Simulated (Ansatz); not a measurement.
Working through an all-electron equation of state of HfO2, space group Fm-3m

Program: the Ansatz DFT code, driven from Python.

Notebook, run cell by cell (the value of a cell's last expression is shown):

```python
import ansatz as az
from ase.eos import EquationOfState
from ase.units import GPa
import numpy as np
```

```python
VECTORS = np.array([
    [0.0, 2.5575, 2.5575],
    [2.5575, 0.0, 2.5575],
    [2.5575, 2.5575, 0.0],
])
SITES = [
    ("Hf", (0.0, 0.0, 0.0)),
    ("O", (0.25, 0.25, 0.25)),
    ("O", (0.75, 0.75, 0.75)),
]
```

```python
def make_crystal(cell):
    crystal = az.Crystal(lattice=az.Lattice.of(cell))
    for symbol, position in SITES:
        crystal = crystal.atom(symbol, position)
    return crystal
```

```python
volumes, energies = [], []
for scale in np.linspace(0.94, 1.06, 7):
    cell = VECTORS * scale ** (1 / 3)
    calculation = make_crystal(cell).calculation()
    calculation = calculation.functional("PBEsol").occupations(az.OccupationsMethod.FIXED)
    calculation = calculation.kpoints(6, 6, 6)
    calculation = calculation.pseudopotentials("all_electron", lapw=True)
    rep = calculation.run(threads=1, backend="cpu").report
    volumes.append(abs(np.linalg.det(cell)) / len(SITES))
    energies.append(rep["free_energy_ev"] / len(SITES))
    print(f"{scale:.3f} {volumes[-1]:9.4f} A^3/atom {energies[-1]:16.5f} eV/atom  (estimated basis error {1000 * rep['lapw_basis_errors']['total_ev_per_atom']:.2f} meV/atom)")
v0, e0, bulk = EquationOfState(volumes, energies, eos="birchmurnaghan").fit()
print(f"V0 = {v0:.4f} A^3/atom, B0 = {bulk / GPa:.1f} GPa")
```

    0.940   10.4830 A^3/atom    -138071.95766 eV/atom  (estimated basis error 0.09 meV/atom)
    0.960   10.7060 A^3/atom    -138071.96120 eV/atom  (estimated basis error 0.09 meV/atom)
    0.980   10.9290 A^3/atom    -138071.95708 eV/atom  (estimated basis error 0.09 meV/atom)
    1.000   11.1521 A^3/atom    -138071.94609 eV/atom  (estimated basis error 0.09 meV/atom)
    1.020   11.3751 A^3/atom    -138071.92895 eV/atom  (estimated basis error 0.09 meV/atom)
    1.040   11.5982 A^3/atom    -138071.90629 eV/atom  (estimated basis error 0.09 meV/atom)
    1.060   11.8212 A^3/atom    -138071.87868 eV/atom  (estimated basis error 0.09 meV/atom)
    V0 = 10.6932 A^3/atom, B0 = 264.2 GPa

A third-order Birch-Murnaghan fit through the 7 points has its minimum at 10.69 Å³ an atom, 4.1 % below the typed cell, with a bulk modulus of 265 GPa and dB/dP = 4.3. From that minimum the energy rises by 3.5 meV an atom on the compressed side and 82.5 meV on the expanded side. The window is off centre, so dB/dP is rough.

Notes:
- All-electron totals depend on functional, relativistic treatment and basis; only differences at equal settings carry meaning.
- Spin is left out of this run.
- This is a high-temperature or high-pressure form, not the ambient phase.
- Spin-orbit coupling, which matters for elements this heavy, is left out.
- The starting cell is as deposited in a crystallographic database; the results hold for this polymorph, which needn't be the stable one.
- Processor time in the engine: 67 s on 1 thread of Intel(R) Xeon(R) Processor @ 2.30GHz, on a shared host, peak memory 0.51 GiB.
